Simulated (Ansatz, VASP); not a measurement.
## Ag in VASP and in Ansatz

The input INCAR:

```
ALGO     = Normal         # electronic algorithm
EDIFF    = 1E-6           # SCF threshold, eV
ENCUT    = 520            # plane-wave cutoff, eV
GGA      = PS             # functional
ISIF     = 2              # what is computed and relaxed
ISMEAR   = 0              # smearing method
LASPH    = T              # aspherical terms in the spheres
LCHARG   = T              # write CHGCAR
LELF     = T              # ELF
LREAL    = F              # projectors in reciprocal space
LVHAR    = T            
LWAVE    = F              # write WAVECAR
NBANDS   = 12             # bands
NELM     = 100            # most SCF steps
PREC     = Accurate       # precision mode
SIGMA    = 0.15           # smearing width, eV
```

Contents of KPOINTS:

```
k-points
0
Gamma
  20 20 20
```

Contents of POSCAR:

```
Ag
1.0
   -1.6556540000      1.6556540000      1.6970453500
    1.6556540000     -1.6556540000      1.6970453500
    1.6556540000      1.6556540000     -1.6970453500
Ag
1
Direct
    0.0000000000      0.0000000000      0.0000000000
```

Input for Ansatz:

```yaml
crystal:
  lattice:
    - [-1.655654, 1.655654, 1.69704535]
    - [1.655654, -1.655654, 1.69704535]
    - [1.655654, 1.655654, -1.69704535]
  atoms:
    - { symbol: Ag, position: [0.0, 0.0, 0.0] }
basis:
  ecutwfc: 420
kpoints:
  mp_grid: { grid: [20, 20, 20] }
hamiltonian:
  xc: pbesol
scf:
  occupations: { method: gaussian, width: 0.15 }
output:
  forces: true
  stress: true
  eigenvalues: true
```

Change from the starting cell: strain +0.000 along x and y, +0.025 along z, atoms carried along.

Alike in both runs: task single point; functional PBEsol; k mesh 20 × 20 × 20; occupations gaussian, width 0.15 eV; no spin polarisation.

|  | VASP | Ansatz |
| --- | --- | --- |
| version | VASP 6.6.1 | Ansatz 0.2.0 |
| potentials or method | VASP PAW PBE potentials, release 64 (Ag) | scalar-relativistic, plane waves, PAW |
| plane-wave cutoff (eV) | 520 | 420 |
| valence electrons in the cell | 11 | 19 |

```tsv
	VASP	Ansatz	Ansatz less VASP
gap on the k mesh at the Fermi level (eV)	none	none	-
pressure (GPa)	-8.9	-8.8	+0.10
largest component of the traceless stress (GPa)	0.27	0.28	+0.006
```

A gap of «none» marks a metal or a gap that the smearing closes. With one functional, cell and mesh, what is left measures potentials, basis and numerics. The two sets of potentials don't hold the same shells in valence.

Caveats: the PAW data sets were made with another functional, which shifts forces and pressure a little (VASP).
